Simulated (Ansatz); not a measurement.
Crystal: TiCo3.

```xyz
4
Lattice="3.5710 0.0000 0.0000 0.0000 3.5710 0.0000 0.0000 0.0000 3.5710" Properties=species:S:1:pos:R:3 pbc="T T T"
Co    1.7855    1.7855    0.0000
Co    1.7855    0.0000    1.7855
Co    0.0000    1.7855    1.7855
Ti    0.0000    0.0000    0.0000
```

Program: Ansatz 0.2.0. Alike in all runs: task single point; level PBEsol; potentials or basis Ansatz PAW; cell as given; k mesh 6 × 6 × 6; cutoff (eV) 420; smearing fermi-dirac 0.05 eV. Hardware: 2 threads of AMD EPYC 9B45 (Zen 5), with other jobs on the host.

Task: Order these runs on this cell by their wall time, lowest first.
A. spin collinear, antiferromagnetic start
B. spin collinear, ferromagnetic start
C. spin off

Result: C (0.57 s), B (1.5 s), A (4.4 s).

Caveats: the starting moments weren't kept (some runs).

Runs at the PBE level aren't shown here.
